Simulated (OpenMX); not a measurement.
Crystal: CuO.

```
Cu O
1.0
     2.83633    0.00000    0.00000
    -1.41816    2.45633    0.00000
     0.00000    0.00000    2.76811
Cu O
1 1
Direct
  0.00000 0.00000 0.00000
  0.66667 0.33333 0.50000
```

Measurements of this composition are mostly on another form, of space group No. 15.

Base run:

| Property | Result |
| --- | --- |
| Program | OpenMX 3.8.5 |
| Functional | PBE |
| Potentials or basis | OpenMX 2013 PBE set, Cu6.0H-s3p2d2, O6.0-s2p2d1, grid cutoff 500 Ry |
| k mesh | 9 × 9 × 7 |
| Occupations | fermi-dirac, width 0.05 eV |
| Spin | no spin polarisation |

Its results: band gap on the k mesh none (metal or under the smearing width); pressure 2.6 GPa.

Task: The run is repeated on the same cell with these changes: dispersion from none to D3(BJ). What comes out?

Result: Band gap on the k mesh none (metal or under the smearing width); pressure -2.4 GPa.

Dispersion adds attraction, which lowers the pressure at fixed volume and, as a term added to the energy, leaves the levels alone.

Caveats: the real-space grid is too coarse here: the forces don't sum to zero and aren't listed, and the energy moves when atoms move against the grid; the basis of atomic orbitals isn't converged, which shifts pressures, moduli and gaps; an odd number of electrons without spin polarisation forces a metal; a magnetic or distorted state may lie lower; the run has no spin polarisation, though such a crystal can be magnetic; semilocal functionals often make such compounds metallic where correlation or magnetic order opens a gap, which also shifts bond lengths; pairwise dispersion overbinds metals, which lowers pressure and volume (some runs).
